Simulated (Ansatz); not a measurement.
In:

```
In
1.0
    -1.88253    1.88253    1.88253
     1.88253   -1.88253    1.88253
     1.88253    1.88253   -1.88253
In
1
Direct
  0.00000 0.00000 0.00000
```

This isn't the form of In at room conditions, which is tetragonal.

A run of Ansatz 0.2.0 on this cell left the log below. Logs are shortened: lines on timing, memory, paths and dates and some standing lists are left out, and cuts for length are marked.

```text
Warning: RAYON_NUM_THREADS=1 ignored (pool sized by the plan → 1); use --threads N
In: projections on atomic orbitals take those of the free atom 1s2 2s2 2p6 3s2 3p6 3d10 4s2 4p6 4d10 5s2 5p1, of charge +0.00 (hamiltonian.pseudopotentials.projection_atoms)
LAPW: plane waves up to 6.827 Å⁻¹, error target 1.0e-3 eV per atom; small_component_spin mean_spin; In in spheres of 1.630 Å, 21 of its electrons in bands, Dirac shells [] (how accurate: hamiltonian.pseudopotentials.lapw.basis_error, Limitations)
Engine: ansatz 0.2.0, aarch64-unknown-linux-gnu
Pseudopotentials: kind: all_electron
Pseudopotential: In, LAPW, valence charge 21, lapw/all_electron/scalar/gaussian/In, Koelling and Harmon's equation, gaussian nucleus
Functional definition: PBE
  parameter kappa = 0.804
  parameter beta = 0.06672455060314922
  exchange = pbe_x(kappa = kappa, mu = beta*pi^2/3)
  correlation = pbe_c(beta = beta)
Crystal: 1 atoms, lattice volume = 26.686 Å³
Basis set: ecut = 177.57046982356655 eV, 141 PW (Γ), exchange–correlation at level 2
Bands: 15, of which v1, the nominal top of the filled ones, is band 11 counted from 1 (10 counted from 0)
Symmetry: 48 space group operations
Space group: Im-3m (ITA 229), of the structure as read, at distance tolerance 3.0e-5 Å
k-points: 47 of 1000
Non-local potential: In, projectors of the file, none
Initial density: superposition of atomic densities (chi_scale 0.1, normalization cell)
Initial wavefunctions: plane waves of lowest kinetic energy (no species holds an atomic orbital)
Functional: x = pbe(κ = 0.804, μ = 0.2195149727645171), c = pbe(β = 0.06672455060314922)
iter 1 solved again at ethr=3.13e-5 eV; its pass at ethr=1.00e-1 eV (dr2=6.58e-3 eV) is discarded
SCF iter   1: F=—  HF=-160045.991862 eV  |F-HF|=—  |Δ(HF+E_count)|=         —  Δρ=5.71e-3  dr2=6.64e-3  ethr=3.13e-5  ⟨swp⟩=3.7  Hψ=5140  notcnv=0
preconditioner: auto → none  [insulator: Δε(μ)=0.256 eV  Ē_g=19.422 eV  σ=0.050 eV  W_gap=0.52  n_scr=12 (ndim 8)  ℏωp=25.9 eV  f_vac=0.000  D(μ)=0.76/eV (n_scr^D=0)  ε∞_Penn≈2.8]
SCF iter   2: F=—  HF=-160045.966533 eV  |F-HF|=—  |Δ(HF+E_count)|=   2.53e-2  Δρ=2.18e-3  dr2=8.68e-4  ethr=3.13e-5  ⟨swp⟩=2.0  Hψ=2019  notcnv=0
SCF iter   3: F=—  HF=-160045.964937 eV  |F-HF|=—  |Δ(HF+E_count)|=   1.60e-3  Δρ=1.08e-3  dr2=2.09e-4  ethr=4.13e-6  ⟨swp⟩=2.0  Hψ=1998  notcnv=0
iter 4 solved again at ethr=9.72e-9 eV; its pass at ethr=9.93e-7 eV (dr2=2.04e-6 eV) is discarded
SCF iter   4: F=—  HF=-160045.964860 eV  |F-HF|=—  |Δ(HF+E_count)|=   7.66e-5  Δρ=1.18e-4  dr2=2.04e-6  ethr=9.72e-9  ⟨swp⟩=2.6  Hψ=3440  notcnv=0
SCF iter   5: F=-160045.964866 eV  HF=-160045.964866 eV  |F-HF|=9.63e-8  |Δ(HF+E_count)|=   5.74e-6  Δρ=1.44e-5  dr2=3.20e-8  ethr=9.72e-9  ⟨swp⟩=3.0  Hψ=2070  notcnv=0
SCF 1 converged in 5 iterations: F = -160045.964866 eV  dr2 = 3.20e-8
SCF converged after 5 iterations
Free energy (F): -160045.964866 eV
Harris-Foulkes:  -160045.964866 eV  (|F-HF|=9.63e-8)
Internal energy: -160045.959345 eV  (E = F + TS)
E sigma→0 (E₀):  -160045.962106 eV
Entropy (-TS):   -0.005520 eV (-5.520 meV/atom)
Fermi energy:    13.141968 eV
--- Per-component energies (eV) ---
  E_band       = -553.725610
  E_kinetic    = 167987.786116
  E_xc         = -4352.870651
  E_electrostatic = -323680.874810  (all electrons and nuclei)
  E_smearing   = -0.005520  (= −TS)
  E_closure    = 0.000000  (closes the sum)
  E_atoms      = -160043.426162  (free atoms, spherical and without spin; not in F)
  Σ components = -160045.964866   (vs F -160045.964866, Δ=0.00e0)
  Basis errors (estimates in eV, not in F): energy 2.4e-4 per atom: plane waves 2.4e-4 (1.2e-4 summed), levels above the bands 3.3e-107, relativity 4.7e-8, radial functions 2.1e-6, core shells 9.9e-10; eigenvalues (radial functions only) 3.7e-5; not estimated: angular momenta, meshes, grids; target (lapw.basis_error) 1.0e-3; muffin-tin radii In 1.630 Å
--- Forces (eV/Å), atoms counted from 1 ---
  atom   1  In     0.00000000    -0.00000000     0.00000000
  max |Σ_I F_I| component: 4.52e-32 eV/Å
--- Stress (GPa, compression-positive) ---
        1.519100       0.000000       0.000000
        0.000000       1.519100      -0.000000
        0.000000      -0.000000       1.519100
  P = ⅓ Tr σ = 1.5191 GPa (15.191 kbar)
--- Band table (eV; the first three rows and the last of 47) ---
  k-point 0: bands = ["-102.2460", "-60.7224", "-60.7224", "-60.7224", "-1.4600", "-1.4600", "-1.4600", "-1.1959", "-1.1959", "3.7994", "24.1054", "24.1054", "24.1054", "26.1307", "26.1307"]
  k-point 1: bands = ["-102.2459", "-60.7231", "-60.7227", "-60.7224", "-1.4702", "-1.4508", "-1.4209", "-1.2066", "-1.1963", "4.0279", "22.0286", "23.1298", "23.5774", "25.0915", "25.4054"]
  k-point 2: bands = ["-102.2458", "-60.7249", "-60.7234", "-60.7223", "-1.4967", "-1.4375", "-1.3167", "-1.2273", "-1.1972", "4.7213", "18.5673", "21.5489", "22.4189", "24.2604", "24.4582"]
  k-point 46: bands = ["-102.2451", "-60.7286", "-60.7286", "-60.7286", "-1.5606", "-1.5606", "-1.0718", "-1.0718", "-1.0718", "14.1006", "14.4689", "14.4689", "14.4689", "18.4453", "18.4453"]
--- Löwdin populations: 1 site ---
  site symbol       q [e]
     0     In     48.9862
  spilling = 0.000282 (of n_electrons = 49.000000)
```

Question: What input gives this log?

Answer: Single point with PBE, no spin polarisation. The files as run (others can give the same):

input.yaml
```yaml
crystal:
  lattice:
    - [-1.88252524, 1.88252524, 1.88252524]
    - [1.88252524, -1.88252524, 1.88252524]
    - [1.88252524, 1.88252524, -1.88252524]
  atoms:
    - { symbol: In, position: [0.0, 0.0, 0.0] }
kpoints:
  mp_grid: { grid: [10, 10, 10] }
scf:
  occupations: { method: fermi_dirac, width: 0.05 }
hamiltonian:
  xc: pbe
  pseudopotentials: { kind: all_electron, lapw: { basis_error: 0.001 } }
output:
  forces: true
  stress: true
  eigenvalues: true
  populations: true
```

Potentials or basis: all-electron LAPW, scalar-relativistic.
Command:
```bash
$ ansatz run input.yaml --threads 1 --pin off --max-ram 2560MiB --backend cpu --events-out ev --progress --plain --runs-dir out
```
